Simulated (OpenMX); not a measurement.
# BP (F-43m) in OpenMX: notebook, part 2 of 2

OpenMX 3.8.5.

## (3) Single point, LDA, 11.68 Å³/atom

File BP.dat:

```
System.CurrrentDirectory             ./
System.Name                          BP
DATA.PATH                            ./DFT_DATA13
level.of.stdout                      1
level.of.fileout                     0
Species.Number                       2
<Definition.of.Atomic.Species
  P   P7.0-s2p2d1f1          P_CA13
  B   B7.0-s2p2d1            B_CA13
Definition.of.Atomic.Species>

Atoms.Number                         2
Atoms.SpeciesAndCoordinates.Unit     FRAC
<Atoms.SpeciesAndCoordinates
    1  P     0.7500000000    0.7500000000    0.7500000000   2.500  2.500
    2  B     0.0000000000    0.0000000000    0.0000000000   1.500  1.500
Atoms.SpeciesAndCoordinates>

Atoms.UnitVectors.Unit               Ang
<Atoms.UnitVectors
     0.0000000000    2.2690000000    2.2690000000
     2.2690000000    0.0000000000    2.2690000000
     2.2690000000    2.2690000000    0.0000000000
Atoms.UnitVectors>

scf.XcType                           LDA
scf.SpinPolarization                 off
scf.ElectronicTemperature            580.226
scf.energycutoff                     300.0
scf.maxIter                          100
scf.EigenvalueSolver                 band
scf.Kgrid                            11 11 11
scf.Mixing.Type                      rmm-diisk
scf.Init.Mixing.Weight               0.05
scf.Min.Mixing.Weight                0.001
scf.Max.Mixing.Weight                0.3
scf.Mixing.History                   25
scf.Mixing.StartPulay                8
scf.criterion                        1.0e-8
MD.Type                              nomd
```

Potentials or basis: OpenMX 2013 LDA set, P7.0-s2p2d1f1, B7.0-s2p2d1, fixed grid of 27 × 27 × 27 points.

On the command line:

```console
> openmx BP.dat -nt 1 > BP.std
```

Wall time 87 s (1 thread of Arm Neoverse V2, shared host); peak memory 0.53 GiB.

It converged, with:

```
Free energy            : -268.8723 eV
Band gap on the k mesh : 1.28 eV, indirect (least direct gap 3.41 eV)
Mulliken charges       : P -0.84; B +0.84 e
```

Caveat: Mulliken charges move with the basis; an odd mesh through Γ misses points on the zone boundary, where band edges often lie; the basis of atomic orbitals isn't converged, which shifts pressures, moduli and gaps.

## (4) Single point, LDA, 11.45 Å³/atom (volume scaled by 0.98)

Changes to BP.dat since step 3:

```diff
@@ -20,5 +20,5 @@
 <Atoms.UnitVectors
-     0.0000000000    2.2690000000    2.2690000000
-     2.2690000000    0.0000000000    2.2690000000
-     2.2690000000    2.2690000000    0.0000000000
+     0.0000000000    2.2537713532    2.2537713532
+     2.2537713532    0.0000000000    2.2537713532
+     2.2537713532    2.2537713532    0.0000000000
 Atoms.UnitVectors>
@@ -28,3 +28,2 @@
 scf.ElectronicTemperature            580.226
-scf.energycutoff                     300.0
 scf.maxIter                          100
@@ -40 +39,3 @@
 MD.Type                              nomd
+scf.Ngrid                            27 27 27
+scf.energycutoff                     300.0
```

On the command line:

```console
> openmx BP.dat -nt 1 > BP.std
```

It took 93 s on 1 thread of Arm Neoverse V2, shared host; peak memory 0.55 GiB.

Results (log left out):

- Free energy: -268.8829 eV
- Band gap on the k mesh: 1.25 eV, indirect (least direct gap 3.44 eV)
- Mulliken charges: P -0.85; B +0.85 e

Caveat: Mulliken charges move with the basis; an odd mesh through Γ misses points on the zone boundary, where band edges often lie; the basis of atomic orbitals isn't converged, which shifts pressures, moduli and gaps.

## (5) Single point, LDA, 11.92 Å³/atom (volume scaled by 1.02)

Changes to BP.dat since step 4:

```diff
@@ -20,5 +20,5 @@
 <Atoms.UnitVectors
-     0.0000000000    2.2537713532    2.2537713532
-     2.2537713532    0.0000000000    2.2537713532
-     2.2537713532    2.2537713532    0.0000000000
+     0.0000000000    2.2840269280    2.2840269280
+     2.2840269280    0.0000000000    2.2840269280
+     2.2840269280    2.2840269280    0.0000000000
 Atoms.UnitVectors>
```

On the command line:

```console
> openmx BP.dat -nt 1 > BP.std
```

Run time: 82 s. Hardware: 1 thread of Arm Neoverse V2, shared host; peak memory 0.52 GiB.

The run converged. Its results:

```
Free energy            : -268.8527 eV
Band gap on the k mesh : 1.31 eV, indirect (least direct gap 3.38 eV)
Mulliken charges       : P -0.83; B +0.83 e
```

Caveat: Mulliken charges move with the basis; an odd mesh through Γ misses points on the zone boundary, where band edges often lie; the basis of atomic orbitals isn't converged, which shifts pressures, moduli and gaps.

## (6) Single point, LDA, 11.21 Å³/atom (volume scaled by 0.96)

Changes to BP.dat since step 5:

```diff
@@ -20,5 +20,5 @@
 <Atoms.UnitVectors
-     0.0000000000    2.2840269280    2.2840269280
-     2.2840269280    0.0000000000    2.2840269280
-     2.2840269280    2.2840269280    0.0000000000
+     0.0000000000    2.2383340787    2.2383340787
+     2.2383340787    0.0000000000    2.2383340787
+     2.2383340787    2.2383340787    0.0000000000
 Atoms.UnitVectors>
```

Potentials or basis: OpenMX 2013 LDA set, P7.0-s2p2d1f1, B7.0-s2p2d1, fixed grid of 27 × 27 × 27 points.

On the command line:

```console
> openmx BP.dat -nt 1 > BP.std
```

It took 90 s on 1 thread of Arm Neoverse V2, shared host; peak memory 0.57 GiB.

The run converged. Its results:

| Quantity | Value |
| --- | --- |
| Free energy | -268.8835 eV |
| Band gap on the k mesh | 1.22 eV, indirect (least direct gap 3.48 eV) |
| Mulliken charges | P -0.85; B +0.85 e |

Caveat: Mulliken charges move with the basis; an odd mesh through Γ misses points on the zone boundary, where band edges often lie; the basis of atomic orbitals isn't converged, which shifts pressures, moduli and gaps.

## (7) Single point, LDA, 12.15 Å³/atom (volume scaled by 1.04)

Changes to BP.dat since step 6:

```diff
@@ -20,5 +20,5 @@
 <Atoms.UnitVectors
-     0.0000000000    2.2383340787    2.2383340787
-     2.2383340787    0.0000000000    2.2383340787
-     2.2383340787    2.2383340787    0.0000000000
+     0.0000000000    2.2988586873    2.2988586873
+     2.2988586873    0.0000000000    2.2988586873
+     2.2988586873    2.2988586873    0.0000000000
 Atoms.UnitVectors>
```

On the command line:

```console
> openmx BP.dat -nt 1 > BP.std
```

It took 81 s on 1 thread of Arm Neoverse V2, shared host; peak memory 0.51 GiB.

Results (log left out):

* Free energy: -268.8249 eV
* Band gap on the k mesh: 1.33 eV, indirect (least direct gap 3.35 eV)
* Mulliken charges: P -0.83; B +0.83 e

Caveat: Mulliken charges move with the basis; an odd mesh through Γ misses points on the zone boundary, where band edges often lie; the basis of atomic orbitals isn't converged, which shifts pressures, moduli and gaps.

## (8) Single point, LDA, 10.98 Å³/atom (volume scaled by 0.94)

Changes to BP.dat since step 7:

```diff
@@ -20,5 +20,5 @@
 <Atoms.UnitVectors
-     0.0000000000    2.2988586873    2.2988586873
-     2.2988586873    0.0000000000    2.2988586873
-     2.2988586873    2.2988586873    0.0000000000
+     0.0000000000    2.2226808807    2.2226808807
+     2.2226808807    0.0000000000    2.2226808807
+     2.2226808807    2.2226808807    0.0000000000
 Atoms.UnitVectors>
```

On the command line:

```console
> openmx BP.dat -nt 1 > BP.std
```

Wall time 91 s (1 thread of Arm Neoverse V2, shared host); peak memory 0.58 GiB.

The run converged. Its results:

| Property | Result |
| --- | --- |
| Free energy | -268.8731 eV |
| Band gap on the k mesh | 1.18 eV, indirect (least direct gap 3.52 eV) |
| Mulliken charges | P -0.85; B +0.85 e |

Caveat: Mulliken charges move with the basis; an odd mesh through Γ misses points on the zone boundary, where band edges often lie; the basis of atomic orbitals isn't converged, which shifts pressures, moduli and gaps.

## (9) Single point, LDA, 12.38 Å³/atom (volume scaled by 1.06)

Changes to BP.dat since step 8:

```diff
@@ -20,5 +20,5 @@
 <Atoms.UnitVectors
-     0.0000000000    2.2226808807    2.2226808807
-     2.2226808807    0.0000000000    2.2226808807
-     2.2226808807    2.2226808807    0.0000000000
+     0.0000000000    2.3135014941    2.3135014941
+     2.3135014941    0.0000000000    2.3135014941
+     2.3135014941    2.3135014941    0.0000000000
 Atoms.UnitVectors>
```

Potentials or basis: OpenMX 2013 LDA set, P7.0-s2p2d1f1, B7.0-s2p2d1, fixed grid of 27 × 27 × 27 points.

On the command line:

```console
> openmx BP.dat -nt 1 > BP.std
```

Run time: 80 s. Hardware: 1 thread of Arm Neoverse V2, shared host; peak memory 0.51 GiB.

Results (log left out):

- Free energy: -268.7897 eV
- Band gap on the k mesh: 1.36 eV, indirect (least direct gap 3.32 eV)
- Mulliken charges: P -0.82; B +0.82 e

Caveat: Mulliken charges move with the basis; an odd mesh through Γ misses points on the zone boundary, where band edges often lie; the basis of atomic orbitals isn't converged, which shifts pressures, moduli and gaps.

## (10) Equation of state, LDA

Potentials or basis: OpenMX 2013 LDA set, P7.0-s2p2d1f1, B7.0-s2p2d1, fixed grid of 27 × 27 × 27 points.

This step only gathers the single runs of the series.

What came out:

* Equilibrium volume: 11.32 Å³/atom
* Bulk modulus: 175 GPa
* Pressure derivative of the bulk modulus: 3.9

Energy against volume, from the lowest point:
```tsv
volume (Å³/atom)	energy (meV/atom)
10.981	5.19
11.214	0.00
11.448	0.32
11.682	5.62
11.915	15.43
12.149	29.32
12.383	46.90
```

Caveat: volumes in these bases differ from converged ones by about 1 %, for some elements by several; the basis of atomic orbitals isn't converged, which shifts pressures, moduli and gaps. LDA usually gives volumes a few per cent too small.

## (11) The reference run

An earlier run on the cell as given: functional PBE; potentials or basis OpenMX 2013 PBE set, P7.0-s2p2d1f1, B7.0-s2p2d1, fixed grid of 27 × 27 × 27 points; k mesh 11 × 11 × 11; occupations fermi-dirac, width 0.05 eV; no spin polarisation.

* Band gap on the k mesh: 1.32 eV, indirect (least direct gap 3.44 eV)
* Mulliken charges: P -0.82; B +0.82 e

## (12) How close it comes

Step 10. Against the measured bulk modulus of BP, 179 GPa (300 K; “Equation of state of single-crystal cubic boron phosphide”, 2014, arxiv:1407.1677), the calculated 175 GPa is off by -2.2 %. 3 values of this kind are on record (173 to 179 GPa); this one was drawn at random among those near their median, those with a stated uncertainty first. The fit is for a static lattice scaled at fixed shape and fixed fractional positions.
